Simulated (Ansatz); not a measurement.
## HfN under changes of volume

One of the cells (11.482 Å³/atom); the others are scaled copies at fixed shape and fractional positions:

```
Hf N
1.0
     0.00000    2.25600    2.25600
     2.25600    0.00000    2.25600
     2.25600    2.25600    0.00000
Hf N
1 1
Direct
  0.00000 0.00000 0.00000
  0.50000 0.50000 0.50000
```

| Quantity | Value |
| --- | --- |
| Program | Ansatz 0.2.0 |
| Functional | PBE |
| Potentials or basis | Ansatz PAW |
| Cutoff | 420 eV (not typed: the program's choice for these potentials) |
| k mesh | 10 × 10 × 10 |
| Occupations | fermi-dirac, width 0.05 eV |
| Spin | no spin polarisation |

| volume (Å³/atom) | energy over the lowest point (meV/atom) | pressure (GPa) |
| --- | --- | --- |
| 10.793 | 75.36 | 27.0 |
| 11.023 | 42.08 | 19.5 |
| 11.252 | 19.15 | 12.7 |
| 11.482 | 5.36 | 6.6 |
| 11.712 | 0.00 | 1.1 |
| 11.941 | ? | ? |
| 12.171 | 10.99 | -8.4 |

Question: What does the run at 11.941 Å³/atom give?

Answer: Energy over the lowest point 2.10 meV/atom; pressure -3.9 GPa.

Worked out: A Birch-Murnaghan fit of order 3 (a polynomial in V^(-2/3)) to the other rows has its minimum at 11.76 Å³/atom with B0 = V·E''(V) = 263 GPa and B' = 4.3. It gives 2.09 meV/atom at 11.941 Å³/atom, against the run's 2.10, and -dE/dV = -3.9 GPa, against -3.9.

Energies are extrapolated to zero smearing.
